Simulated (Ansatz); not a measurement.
# A series in volume per atom on Mg2Ge

Band levels at named k points (names of the unstrained cell) at fixed atoms, from the valence top (v1 top filled band, c1 lowest empty), gap the least over mesh, points and any path between them, spin-unpolarised plane waves, DDH-PBE0 mixes 1/eps_inf of exact exchange. The results are calculated, by Ansatz 0.2.0.

Cell of the first row (space group Fm-3m, No. 225):
```
cell vectors (Å)
   0.0000     3.0558     3.0558
   3.0558     0.0000     3.0558
   3.0558     3.0558     0.0000
atoms (fractions of the cell vectors)
Ge  0.00000  0.00000  0.00000
Mg  0.25000  0.25000  0.25000
Mg  0.75000  0.75000  0.75000
```

Settings of every row: periodic directions 3; functional PBE; spin orbit no; potentials PAW; wave cutoff 420 eV; k mesh 8x8x8; smearing width 0.02 eV.

Point:
```csv
name,a (fraction of the reciprocal vector),b (fraction of the reciprocal vector),c (fraction of the reciprocal vector)
Gamma,0,0,0
X,0.5,0,0.5
U,0.625,0.25,0.625
K,0.375,0.375,0.75
L,0.5,0.5,0.5
W,0.5,0.25,0.75
extra_c,0,0.5,0.5
```

Limits: semilocal functionals tend to give too small a gap; no spin-orbit coupling, which shifts gaps with heavier elements (Mg2Ge); the cell comes from a prototype or a list of computed structures and needn't be the stable phase.

Limits of some rows: gap within the smearing (row 1, 2).

```csv
row,volume per atom (Å³),least direct gap (eV),band gap (eV)
1,19.023,1.811,0.018
2,19.623,1.624,0.052
3,20.237,1.441,0.083
4,20.862,1.264,0.113
5,21.501,1.092,0.141
6,22.153,0.925,0.167
7,22.817,0.764,0.192
8,23.495,?,?
9,24.186,0.455,0.237
```

Question: what least direct gap should row 8 give?

Worked fit of least direct gap. Take t = volume per atom − 21, in Å³. The shown rows have t = -1.977, -1.377, -0.763, -0.138, 0.501, 1.153, 1.817, 3.186. Least squares give least direct gap = 1.2271 − 0.27449 × t + 0.010204 × t² eV; a straight line predicts inner rows, each left out in turn, worse (root mean square 0.022 against 0.0015 eV). The rows lie off it by 0.001, 0.000, -0.001, -0.001, 0.000, 0.001, 0.002, -0.001. The withheld row has t = 2.495, so the fit gives 1.2271 − 0.27449 × (2.495) + 0.010204 × (2.495)² = 0.606 eV.

The calculation gave 0.607 eV. The fit lies 0.001 eV (0.074 % of the column's range) below it, one unit of the last digit.

The other values of row 8: band gap 0.215 eV.
